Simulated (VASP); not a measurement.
Crystal: AgCl (Chlorargyrite).

```
Ag Cl
1.0
     0.00000    2.80534    2.80534
     2.80534    0.00000    2.80534
     2.80534    2.80534    0.00000
Ag Cl
1 1
Direct
  0.00000 0.00000 0.00000
  0.50000 0.50000 0.50000
```

```yaml
Program: VASP 6.6.1
Task: relaxation of cell and atoms
Functional: r2SCAN
Potentials_or_basis: VASP PAW PBE potentials, release 64 (Ag, Cl)
Cutoff: 600 eV
k_mesh: 8 × 8 × 8
Occupations: fermi-dirac, width 0.02 eV
Spin: no spin polarisation
```

At the start: pressure -1.7 GPa; volume 22.08 Å³/atom.

Question: How do energy, volume and symmetry change on relaxing?

Answer: Over 3 steps the energy falls by 4.2 meV/atom and the volume is 21.31 Å³/atom (-3.5 %); space group Fm-3m (No. 225, to 0.05 Å).

Step by step:
| step | energy change (eV) | largest force (eV/Å) | pressure (GPa) | volume (Å³) |
| --- | --- | --- | --- | --- |
| 1 | 0.0000 | 0.0000 | -1.67 | 44.16 |
| 2 | -0.0084 | 0.0000 | -0.12 | 42.71 |
| 3 | -0.0084 | 0.0000 | -0.02 | 42.61 |

Final structure:
```
Ag Cl
1.0
     0.00000    2.77224    2.77224
     2.77224    0.00000    2.77224
     2.77224    2.77224    0.00000
Ag Cl
1 1
Direct
  0.00000 0.00000 0.00000
  0.50000 0.50000 0.50000
```

Caveat: the PAW data sets were made with another functional, which shifts forces and pressure a little.
